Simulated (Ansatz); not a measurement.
Wanted: the native input for an Ansatz 0.2.0 run.

```
Task                : single point
Functional          : PBE
Potentials or basis : all-electron LAPW, scalar-relativistic
Cutoff              : 281 eV (chosen from the basis error)
Basis error allowed : 0.001 eV/atom
k mesh              : 10 × 10 × 10
Occupations         : gaussian, width 0.02 eV
Spin                : no spin polarisation
```

Crystal: ZrN.

```
Zr N
1.0
     0.00000    2.30000    2.30000
     2.30000    0.00000    2.30000
     2.30000    2.30000    0.00000
Zr N
1 1
Direct
  0.50000 0.50000 0.50000
  0.00000 0.00000 0.00000
```

These files were run (other wordings do the same):

input.yaml

```yaml
crystal:
  lattice:
    - [0.0, 2.3, 2.3]
    - [2.3, 0.0, 2.3]
    - [2.3, 2.3, 0.0]
  atoms:
    - { symbol: Zr, position: [0.5, 0.5, 0.5] }
    - { symbol: "N", position: [0.0, 0.0, 0.0] }
kpoints:
  mp_grid: { grid: [10, 10, 10] }
scf:
  occupations: { method: gaussian, width: 0.02 }
hamiltonian:
  xc: pbe
  pseudopotentials: { kind: all_electron, lapw: { basis_error: 0.001 } }
output:
  forces: true
  stress: true
  eigenvalues: true
```

Potentials or basis: all-electron LAPW, scalar-relativistic.

Run with:

```bash
$ ansatz run input.yaml --threads 1 --pin off --max-ram 3072MiB --backend cpu --events-out ev --progress --plain --runs-dir out
```

It gave:

| Item | Value |
| --- | --- |
| Pressure | -0.8 GPa |
| Band gap on the k mesh | none (metal or under the smearing width) |

It took 8 s on 1 thread of Arm Neoverse V1, with other jobs on the host, peak memory 0.29 GiB.
